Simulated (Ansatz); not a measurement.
Cr: from a trial structure to a relaxed crystal

Computed with Ansatz 0.2.0, DFT PBE, scalar-relativistic, plane waves, PAW. Cutoff 420 eV, Γ-centred k mesh, Gaussian smearing, no spin polarisation in the final step.

Cr was placed on the beta-tin structure type (I4_1/amd, No. 141), at a guessed volume.

```
CELL_PARAMETERS angstrom
-2.30903 2.30903 1.25962
2.30903 -2.30903 1.25962
2.30903 2.30903 -1.25962
ATOMIC_POSITIONS crystal
Cr 0.00000 0.00000 0.00000
Cr 0.75000 0.25000 0.50000
```

Cell and atoms relax at zero pressure; the relaxation can't lower the symmetry of the start. After a coarse first stage the cell is made exact in the group found at 0.06 Å.

Energies count from the standard state of Cr at the same level.

Task: Which crystal results?

Result: It keeps I4_1/amd (No. 141). The result has the beta-tin structure. Conventional cell: a = 4.497 Å, c = 2.440 Å. Around Cr lie 6 Cr at 2.33–2.44 Å.

```
Cr
1.0
    -2.24845    2.24845    1.22022
     2.24845   -2.24845    1.22022
     2.24845    2.24845   -1.22022
Cr
2
Cartesian
  0.0000 0.0000 0.0000
  0.0000 2.2485 0.6101
```

Task: What are its volume, energy, density and gap?

Result: The volume per atom is 12.34 Å³ and the density is 7.00 g/cm³. The energy over the standard structure is 0.75 eV/atom and the gap on the 26×26×26 mesh is 0 eV (a metal).

The final run used a 26×26×26 mesh on its 2-atom cell and 0.10 eV smearing. For metals, differences of a few meV/atom aren't resolved. Symmetry constrained the relaxation, so the result can be a saddle point. The steps took about 110 core-seconds in all.